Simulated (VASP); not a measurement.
Input of a VASP 6.6.1 run:

Contents of INCAR:

```
ALGO = Fast
EDIFF = 1E-6
ENCUT = 520
GGA = PE
ISIF = 2
ISMEAR = 0
LASPH = T
LCHARG = F
LREAL = F
LWAVE = F
NBANDS = 16
NELM = 100
PREC = Accurate
SIGMA = 0.1
```

Contents of KPOINTS:

```
k-points
0
Gamma
  6 6 4
```

The input POSCAR:

```
MgO
1.0
    2.8766387513      0.0000000000      0.0000000000
    0.0000000000      2.8766387513      0.0000000000
    0.0000000000      0.0000000000      4.4877989473
Mg O
2 2
Direct
    0.0000000000      0.0000000000      0.0000000000
    0.5000000000      0.5000000000      0.5000000000
    0.5000000000      0.5000000000      0.0000000000
    0.0000000000      0.0000000000      0.5000000000
```

Potentials or basis: VASP PAW PBE potentials, release 64 (Mg, O).

Launch:

```sh
$ cat potpaw_PBE.64/Mg/POTCAR potpaw_PBE.64/O/POTCAR > POTCAR
$ mpirun -np 1 vasp_std > vasp.out
```

Question: Predict the band gap on the k mesh.

Answer: 4.63 eV.

Question: What does it give for the pressure?

Answer: 8.2 GPa.

Stress tensor (GPa, compression positive):
```
14.51  0.00  0.00
 0.00 14.51  0.00
 0.00  0.00 -4.53
```

PBE gaps usually lie below the measured ones, often by a third to a half.
